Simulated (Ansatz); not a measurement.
input.yaml

```yaml
crystal:
  lattice:
    - [0.0, 2.6608109542, 2.6608109542]
    - [2.6608109542, 0.0, 2.6608109542]
    - [2.6608109542, 2.6608109542, 0.0]
  atoms:
    - { symbol: Mg, position: [0.0, 0.0, 0.0] }
basis:
  ecutwfc: 420
kpoints:
  mp_grid: { grid: [14, 14, 14] }
hamiltonian:
  xc: pbe
scf:
  occupations: { method: gaussian, width: 0.1 }
output:
  forces: true
  stress: true
  eigenvalues: true
  populations: true
```

Command:
```bash
ansatz run input.yaml --threads 1 --pin off --max-ram 1331MiB --backend cpu --events-out ev --progress --plain --runs-dir out
```

Computed with Ansatz 0.2.0, DFT PBE, scalar-relativistic, plane waves, PAW.

From the run's log, abridged:

```
Pseudopotentials: kind: paw
Pseudopotential: Mg, paw, valence charge 10, recommended cutoff 420 eV (normal)
Functional definition: PBE
Crystal: 1 atom, lattice volume = 37.677 Å³
Basis set: ecut = 420 eV, 725 PW (Γ), exchange–correlation on 54×54×54 points (8 copies of the dense FFT grid, shifted against one another)
Bands: 9, of which v1, the nominal top of the filled ones, is band 5 counted from 1 (4 counted from 0)
Symmetry: 48 space group operations
Space group: Fm-3m (ITA 225), of the structure as read, at distance tolerance 3.4e-5 Å
k-points: 104 of 2744
Initial density: superposition of atomic densities (neutral atoms: chi_scale 0, normalization atom), corrected by the library's trained network
Initial wavefunctions: pseudopotential atomic-orbital guess
Functional: x = pbe(κ = 0.804, μ = 0.21951497), c = pbe(β = 0.06672455)
SCF iter   1: F=—  HF=-1923.368532 eV  |F-HF|=—  |Δ(HF+E_count)|=         —  Δρ=5.55e-4  dr2=8.37e-5  ethr=1.77e-3  ⟨swp⟩=5.5  Hψ=6512  notcnv=0
SCF iter   2: F=—  HF=-1923.368454 eV  |F-HF|=—  |Δ(HF+E_count)|=   7.79e-5  Δρ=3.13e-4  dr2=3.43e-5  ethr=8.37e-7  ⟨swp⟩=2.3  Hψ=2274  notcnv=0
SCF iter   3: F=—  HF=-1923.368483 eV  |F-HF|=—  |Δ(HF+E_count)|=   2.89e-5  Δρ=1.29e-4  dr2=3.40e-6  ethr=3.43e-7  ⟨swp⟩=2.4  Hψ=1302  notcnv=0
SCF iter   4: F=—  HF=-1923.368482 eV  |F-HF|=—  |Δ(HF+E_count)|=   9.64e-7  Δρ=3.59e-5  dr2=2.47e-7  ethr=3.40e-8  ⟨swp⟩=2.0  Hψ=1351  notcnv=0
SCF iter   5: F=-1923.368481 eV  HF=-1923.368481 eV  |F-HF|=9.02e-9  |Δ(HF+E_count)|=   2.86e-7  Δρ=5.55e-6  dr2=6.39e-9  ethr=2.47e-9  ⟨swp⟩=2.0  Hψ=1455  notcnv=0
SCF iter   6: F=-1923.368481 eV  HF=-1923.368481 eV  |F-HF|=8.13e-10  |Δ(HF+E_count)|=   4.86e-9  Δρ=1.64e-6  dr2=5.12e-10  ethr=6.39e-11  ⟨swp⟩=1.8  Hψ=2856  notcnv=0
SCF 1 converged in 6 iterations: F = -1923.368481 eV  dr2 = 5.12e-10
SCF converged after 6 iterations
Free energy (F): -1923.368481 eV
Harris-Foulkes:  -1923.368481 eV  (|F-HF|=8.13e-10)
Internal energy: -1923.366796 eV  (E = F + TS)
E sigma→0 (E₀):  -1923.367638 eV
Entropy (-TS):   -0.001686 eV (-1.686 meV/atom)
Fermi energy:    2.378935 eV
--- Per-component energies (eV) ---
  E_band       = -394.669752
  E_kinetic    = 72.366732
  E_local      = -1804.274650  (includes V_loc(G=0)·N_el)
  E_nonlocal   = 96.073092
  E_hartree    = 652.971710
  E_xc         = -26.682789
  E_vxc        = -34.353996  (∫ρ·V_xc dr)
  E_paw        = -293.517626  (= ΣΔE_a)
  E_vpaw       = -30.425442  (= ΣTr[D̂ρ^β])
  E_aug_tail   = -0.000004  (compensation charges beyond the density's cutoff)
  E_ewald      = -620.303261
  E_smearing   = -0.001686  (= −TS)
--- Forces (eV/Å), atoms counted from 1 ---
  atom   1  Mg     0.00000000     0.00000000     0.00000000
--- Stress (GPa, compression-positive) ---
       -6.044987       0.000000       0.000000
        0.000000      -6.044987       0.000000
        0.000000       0.000000      -6.044987
  P = ⅓ Tr σ = -6.0450 GPa (-60.450 kbar)
--- Band table (eV; the first three rows and the last of 104) ---
  k-point 0: bands = ["-74.3494", "-41.1039", "-41.1039", "-41.1039", "-2.7118", "11.8234", "11.8234", "11.8234", "11.9880"]
  k-point 1: bands = ["-74.3494", "-41.1041", "-41.1039", "-41.1039", "-2.6306", "10.2808", "11.3018", "11.3018", "12.5324"]
  k-point 2: bands = ["-74.3494", "-41.1046", "-41.1040", "-41.1040", "-2.3873", "8.5074", "10.8412", "10.8412", "12.4242"]
  k-point 103: bands = ["-74.3491", "-41.1067", "-41.1062", "-41.1054", "3.2879", "3.5119", "4.0013", "4.4894", "12.5584"]
--- Löwdin populations: 1 site ---
  site symbol q [e]
     0     Mg      9.5713
  spilling = 0.042873 (of n_electrons = 10.000000)
```

The calculation finished and met its thresholds.